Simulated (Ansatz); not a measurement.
# What moves the field gradients of TiO2?

Cell of run 1: a computed structure from the Materials Project (it need not be an observed phase), taken as it stands.

Space group Pbcn (No. 60); a = 4.5453, b = 5.5196, c = 4.9092 Å.

| site | Wyckoff | site symmetry | x | y | z |
| --- | --- | --- | --- | --- | --- |
| Ti | 4c | .2. | 0.5000 | 0.6730 | 0.7500 |
| O | 8d | 1 | 0.7285 | 0.6183 | 0.0814 |

One atom of each set is listed.

All runs are DFT with Ansatz 0.2.0 (plane waves and PAW, scalar-relativistic unless spin–orbit coupling is named, Γ-centred meshes, Fermi–Dirac smearing where given) in this cell.

Run 1: PBE, atoms as given; 420 eV, 5×4×4 k-points, smearing 0.02 eV.
Run 2: r2SCAN, atoms as given; 500 eV, 5×4×4 k-points, smearing 0.02 eV.
Run 3: PBE, gradients read without the response of the cores, atoms as given; 420 eV, 5×4×4 k-points, smearing 0.02 eV.

| run | Ti V_zz (η) | O V_zz (η) |
| --- | --- | --- |
| 1 | 2.74 (0.27) | -2.73 (0.60) |
| 2 | ? | ? |
| 3 | 2.78 (0.27) | -2.82 (0.61) |

V_zz in 10²¹ V/m².

Q: Estimate the row of run 2.

A: Ti: 2.69 (0.26); O: -2.98 (0.58). It lies nearest to run 3, from whose tensors on these sites it differs by 0.23 at most (largest principal value of the difference, on O). Taken one at a time, the functional (r2SCAN with its higher cutoff) moves the tensors on these sites by up to 0.31 (largest principal value of the change, on O), the response of the cores by 0.09 (O).
